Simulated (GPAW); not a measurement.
Runs of GPAW 26.7.0 on TiO2. Symmetry: P4_2/mnm, No. 136, tetragonal system. Conventional cell: a = 4.600 Å, b = 4.600 Å, c = 2.959 Å, α = 90.00°, β = 90.00°, γ = 90.00°. Ti (site symmetry mmm) is surrounded by 6 O at 1.95 to 1.98 Å. O (site symmetry m2m) has 3 Ti at 1.95 to 1.98 Å as nearest neighbours. The cell is a database's computed one.

```tsv
task	level	potentials or basis	k mesh	cutoff (eV)	smearing	band path	band points	response ecut	response k mesh	response bands	gap on the mesh (eV)	pressure (GPa)	largest force (eV/Å)
band structure	PBE	PAW data sets generated in the run's folder for this functional, pw	5 × 5 × 8	800	fermi-dirac 0.05 eV	GXMGZRAZ,XR,MA	80	-	-	-	1.87	5.3	0.03
band structure	PBE	SG15 ONCV 1.2, pw	5 × 5 × 8	1100	fermi-dirac 0.05 eV	GXMGZRAZ,XR,MA	80	-	-	-	1.91	(a)	0.01
dielectric tensor	RPBE	the program's PAW data sets (release 1.2.1) made for this functional, pw	5 × 5 × 7	550	fermi-dirac 0.001 eV	-	-	80 eV	5 × 5 × 8	72	1.91	-	-
band structure	PBE	GPAW PAW data sets (gpaw-data 1.2.1), pw	5 × 5 × 8	800	fermi-dirac 0.05 eV	GXMGZRAZ,XR,MA	80	-	-	-	1.87	5.3	0.03
band structure	PBE	JTH PAW 2.0, PBE, pw	5 × 5 × 8	800	fermi-dirac 0.05 eV	GXMGZRAZ,XR,MA	80	-	-	-	1.86	4.8	0.01
```

Alike in all rows: no spin polarisation; cell as given.

Problem. Fill in the values left out.

Solution. (a) 4.4.

Caveats: the long-wavelength limit can be off by several per cent where d states take part (some runs); an odd mesh through Γ misses points on the zone boundary, where band edges often lie (some runs); the program truncates these outside data sets (some runs).
